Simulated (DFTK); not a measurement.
Runs of DFTK 0.8.2 on Rh. Symmetry: Fm-3m, No. 225, cubic system. Conventional cell: a = 3.796 Å, b = 3.796 Å, c = 3.796 Å, α = 90.00°, β = 90.00°, γ = 90.00°. Around Rh (site symmetry m-3m) lie 12 Rh at 2.68 Å. 

```tsv
task	level	potentials or basis	k mesh	cutoff (eV)	SCF solver	mesh quality	gap on the mesh (eV)	pressure (GPa)	V0 of scaled cells (Å³/atom)	B0 (GPa)
equation of state	AM05	PseudoDojo 0.4 stringent (PBEsol)	8 × 8 × 8	1197	-	not flagged	-	-	13.49	(a)
band structure	TASK	in-house norm-conserving set (r2SCAN, scalar relativistic)	10 × 10 × 10	1197	ScfAndersonSolver	not flagged	none	1.5	-	-
equation of state	PBEsol	SPMS 1.0 (PBE)	10 × 10 × 10	816	-	not flagged	-	-	13.53	(c)
equation of state	r2SCAN	SG15 1.2 (PBE)	7 × 7 × 7	1225	-	coarse	-	-	13.58	(b)
single point	PBE	dojo.nc.sr.pbe.v0_4_1.standard.upf (PBE)	12 × 12 × 12	1197	-	not flagged	none	7.5	-	-
equation of state	PBE	dojo.nc.sr.pbe.v0_4_1.standard.upf (PBE)	12 × 12 × 12	1197	-	not flagged	-	-	14.06	258
band structure	PBEsol	SG15 1.2 (PBE)	12 × 12 × 12	952	-	not flagged	none	-4.2	-	-
```

Alike in all rows: no spin polarisation; cell as given; smearing fermi-dirac 0.05 eV.

Question: Fill in the values left out.

Answer: (a) 293; (b) 288; (c) 297.

Caveats: some runs use coarse meshes; the potentials were made for another functional, which shifts forces and pressure (some runs).

A k mesh can miss the band edges, and the runs leave out spin-orbit coupling on Rh.

A gap of «none» marks a metal or a gap under the smearing width.

Not every run made on this cell is shown here.
